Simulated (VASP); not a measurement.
A run of VASP 6.6.1:

Contents of INCAR:

```
SYSTEM = CaH4
PREC = Accurate
ENCUT = 900
EDIFF = 1E-6
ISMEAR = -1
SIGMA = 0.05
LREAL = .False.
LASPH = .True.
NELM = 60
ALGO = Normal
ISIF = 3
LWAVE = .False.
LCHARG = .False.
GGA = PE
IBRION = 2
NSW = 40
EDIFFG = -0.02
```

The input KPOINTS:

```
regular mesh
0
Gamma
  5 5 5
  0 0 0
```

File POSCAR:

```
CaH4
1.0
    4.1679800000      0.0000000000      0.0000000000
    0.0000000000      4.1679800000      0.0000000000
    0.0000000000      0.0000000000      4.1679800000
Ca H
1 4
Direct
    0.0000000000      0.0000000000      0.0000000000
    0.5000000000      0.0000000000      0.0000000000
    0.0000000000      0.5000000000      0.0000000000
    0.0000000000      0.0000000000      0.5000000000
    0.5000000000      0.5000000000      0.5000000000
```

Potentials or basis: VASP PAW PBE potentials, release 64 (Ca_sv, H).

The run is started by

```bash
$ cat potpaw_PBE.64/Ca_sv/POTCAR potpaw_PBE.64/H/POTCAR > POTCAR
$ mpirun -np 1 vasp_std > vasp.out
```

Hardware: 1 thread of Intel(R) Xeon(R) Platinum 8259CL CPU @ 2.50GHz (Skylake/Cascade Lake) (shared host).

Problem. How long does it take, and how much memory?

Solution. It took 46 s on 1 thread of Intel(R) Xeon(R) Platinum 8259CL CPU @ 2.50GHz (Skylake/Cascade Lake), with other jobs on the host, peak memory 0.26 GiB. Counts: scf iterations 19, k points 10, ion steps 2.
